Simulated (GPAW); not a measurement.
Runs of GPAW 26.7.0 on TiSi2. It takes space group P6/mmm (No. 191, hexagonal). The conventional cell has a = 4.375 Å, b = 4.375 Å, c = 2.561 Å, α = 90.00°, β = 90.00°, γ = 120.00°. Ti (site symmetry 6/mmm) has 2 Ti at 2.56 Å and 12 Si at 2.83 Å as nearest neighbours. Si (site symmetry -6m2) has 5 Si at 2.53 to 2.56 Å and 6 Ti at 2.83 Å as nearest neighbours. The cell was built by a generator and needn't be a form met in nature.

| level | gap on the mesh (eV) | pressure (GPa) | relaxed volume (Å³/atom) |
| --- | --- | --- | --- |
| PBE+D3(BJ) | none | -0.1 | 13.53 |
| PBE+D3 | none | -0.1 | 13.70 |
| PBE+D3M(BJ) | none | 0.0 | (b) |
| PBE+D3(BJ)+ATM | none | -0.1 | (a) |
| PBE+D3(op) | none | -0.1 | 13.74 |

Alike in all rows: task relaxation of cell and atoms; potentials or basis GPAW PAW data sets (gpaw-data 1.2.1), pw; no spin polarisation; cell relaxed; k mesh 6 × 6 × 9; cutoff (eV) 600; smearing fermi-dirac 0.05 eV.

Q: Estimate the missing entries.

A: (a) 13.63; (b) 12.63.

Caveats: later steps reuse the first step's grids; pairwise dispersion overbinds metals, which lowers pressure and volume.

A gap of «none» marks a metal or a gap under the smearing width.
